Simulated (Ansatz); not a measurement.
The system is MnS.

```
CELL_PARAMETERS angstrom
0.00000 2.47346 2.47346
2.47346 0.00000 2.47346
2.47346 2.47346 0.00000
ATOMIC_POSITIONS crystal
Mn 0.00000 0.00000 0.00000
S 0.75000 0.75000 0.75000
```

The cell is a database's computed one.

| Quantity | Value |
| --- | --- |
| Program | Ansatz 0.2.0 |
| Task | relaxation of cell and atoms |
| Functional | PBEsol |
| Potentials or basis | Ansatz PAW |
| Cutoff | 420 eV (not typed: the program's choice for these potentials) |
| k mesh | 9 × 9 × 9 |
| Occupations | fermi-dirac, width 0.05 eV |
| Spin | collinear spin, ferromagnetic start |
| Starting moments | [4.0, 0.0] μB |
| Hubbard terms | Mn d U = 3 eV |

At the start: volume 15.13 Å³/atom.

Q: Where does the relaxation end?

A: It ends after 11 steps and the volume is 22.47 Å³/atom (+48.5 %); space group F-43m (No. 216, to 0.05 Å); moment 5.00 μB per cell.

The path:
```
step  energy change (eV)  largest force (eV/Å)  volume (Å³)
   1              0.0000                0.0000        30.27
   2             -0.9435                0.0000        34.91
   3             -1.4780                0.0000        40.01
   4             -1.5817                0.0000        43.55
   5             -1.5827                0.0000        43.93
   6             -1.5827                0.0000        43.96
   7             -1.6185                0.0000        43.96
   8             -1.6227                0.0000        44.74
   9             -1.6229                0.0000        44.95
  10             -1.6230                0.0000        44.95
  11             -1.6230                0.0000        44.95
```

Final structure:
```xyz
2
Lattice="0.0000 2.8220 2.8220 2.8220 0.0000 2.8220 2.8220 2.8220 0.0000" Properties=species:S:1:pos:R:3 pbc="T T T"
Mn    0.0000    0.0000    0.0000
S     4.2330    4.2330    4.2330
```

Caveat: the magnetic or orbital state may not be the lowest; the electronic state changed during the relaxation; the volume moved by over 15 % at a fixed basis, so the end points are rough; the plane-wave basis is chosen anew once the cell has moved, so the energies of steps on either side of that aren't comparable; a cell with one magnetic atom can't hold antiferromagnetic order, which such compounds often take; the PAW data sets come from PBE, with cores solved anew for the run's functional, which leaves a small shift of forces and pressure.
